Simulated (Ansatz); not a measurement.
Crystal: Ir.

```xyz
1
Lattice="0.0000 1.9156 1.9156 1.9156 0.0000 1.9156 1.9156 1.9156 0.0000" Properties=species:S:1:pos:R:3 pbc="T T T"
Ir    0.0000    0.0000    0.0000
```

| Property | Result |
| --- | --- |
| Program | Ansatz 0.2.0 |
| Task | relaxation of cell and atoms |
| Functional | PBE |
| Potentials or basis | all-electron LAPW, scalar-relativistic |
| Basis error allowed | 0.001 eV/atom |
| k mesh | 12 × 12 × 12 |
| Occupations | fermi-dirac, width 0.05 eV |
| Spin | no spin polarisation |

At the start: volume 14.06 Å³/atom.

How do energy, volume and symmetry change on relaxing?

Over 5 steps the energy falls by 14.1 meV/atom and the volume is 14.48 Å³/atom (+3.0 %); space group Fm-3m (No. 225, to 0.05 Å).

The path:
```tsv
step	energy change (eV)	largest force (eV/Å)	volume (Å³)
1	0.0000	0.0000	14.06
2	-0.0140	0.0000	14.52
3	-0.0141	0.0000	14.48
4	-0.0141	0.0000	14.48
5	-0.0141	0.0000	14.48
```

Final structure:
```xyz
1
Lattice="0.0000 1.9345 1.9345 1.9345 0.0000 1.9345 1.9345 1.9345 0.0000" Properties=species:S:1:pos:R:3 pbc="T T T"
Ir    0.0000    0.0000    0.0000
```
